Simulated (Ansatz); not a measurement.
Here is an Ansatz 0.2.0 calculation.

input.yaml

```yaml
crystal:
  lattice:
    - [2.55255061, 0.0, 0.0]
    - [0.0, 2.55255061, 0.0]
    - [0.0, 0.0, 2.55255061]
  atoms:
    - { symbol: Cu, position: [0.0, 0.0, 0.0] }
    - { symbol: O, position: [0.5, 0.5, 0.5] }
kpoints:
  mp_grid: { grid: [8, 8, 8] }
scf:
  occupations: { method: fermi_dirac, width: 0.05 }
hamiltonian:
  xc: pbesol
  pseudopotentials: { kind: all_electron, lapw: { basis_error: 0.002 } }
output:
  forces: true
  stress: true
relax:
  f_tol: 0.005
  max_steps: 60
  cell: {}
```

Potentials or basis: all-electron LAPW, scalar-relativistic.

Command:

```sh
$ ansatz run input.yaml --threads 1 --pin off --max-ram 3072MiB --backend cpu --events-out ev --progress --plain --runs-dir out
```

(1) Predict the relaxed cell.

(2) Predict the space group after relaxing (to 0.05 Å).

Answers

(1) a = 2.589 Å, b = 2.589 Å, c = 2.589 Å, α = 90.00°, β = 90.00°, γ = 90.00°.

(2) Pm-3m (No. 221).

Caveat: the run has no spin polarisation, though such a crystal can be magnetic.
